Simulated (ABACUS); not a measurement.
The system is Co.

```
Co
1.0
     2.47200    0.00000    0.00000
    -1.23600    2.14081    0.00000
     0.00000    0.00000    4.02114
Co
2
Direct
  0.66667 0.33333 0.75000
  0.33333 0.66667 0.25000
```

Base run:

- Program: ABACUS 3.10.1
- Functional: PBE
- Potentials or basis: PseudoDojo NC SR 0.4.1 PBE standard
- Cutoff: 1320 eV
- Density cutoff: 5279 eV
- Basis: plane waves
- k mesh: 12 × 12 × 7
- Occupations: fermi-dirac, width 0.05 eV
- Spin: collinear spin, ferromagnetic start
- Starting moments: [2.0, 2.0] μB

Its results: band gap on the k mesh none (metal or under the smearing width); pressure 5.3 GPa; net moment 3.25 μB per cell.

Problem. The run is repeated on the same cell with these changes: cutoff from 1320 eV to 1361 eV; density cutoff from 5279 eV to 5442 eV; basis from plane waves to TZDP LCAO (the cutoffs set its grid). What comes out?

Solution. Band gap on the k mesh none (metal or under the smearing width); pressure 6.0 GPa; net moment 3.24 μB per cell; site moments Co +1.62 μB.

Caveats: the atomic orbitals were generated for these runs and aren't a published set (some runs); the basis of atomic orbitals isn't converged, which shifts pressures, moduli and gaps (some runs).

Not every run made on this cell is shown here.
